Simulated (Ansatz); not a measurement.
Crystal: AlNi3.

```xyz
4
Lattice="3.5231 0.0000 0.0000 0.0000 3.5231 0.0000 0.0000 0.0000 3.5231" Properties=species:S:1:pos:R:3 pbc="T T T"
Ni    1.7615    1.7615    0.0000
Ni    1.7615    0.0000    1.7615
Ni    0.0000    1.7615    1.7615
Al    0.0000    0.0000    0.0000
```

The cell is a database's computed one.

Base run:

- Program: Ansatz 0.2.0
- Functional: LDA
- Potentials or basis: Ansatz PAW
- Cutoff: 420 eV (not typed: the program's choice for these potentials)
- k mesh: 8 × 8 × 8
- Occupations: fermi-dirac, width 0.05 eV
- Spin: collinear spin, ferromagnetic start
- Starting moments: [1.0, 1.0, 1.0, 0.0] μB

Its results: band gap on the k mesh none (metal or under the smearing width); pressure -7.4 GPa; net moment 0.49 μB per cell; site moments Ni +0.18; Al -0.01 μB.

Q: The run is repeated on the same cell with these changes: functional from LDA to PBEsol. What comes out?

A: Band gap on the k mesh none (metal or under the smearing width); pressure -0.7 GPa; net moment 0.66 μB per cell; site moments Ni +0.24; Al -0.01 μB.

PBEsol binds less tightly than LDA, so the same cell stands under more pressure.

Caveats: the PAW data sets come from PBE, with cores solved anew for the run's functional, which leaves a small shift of forces and pressure.
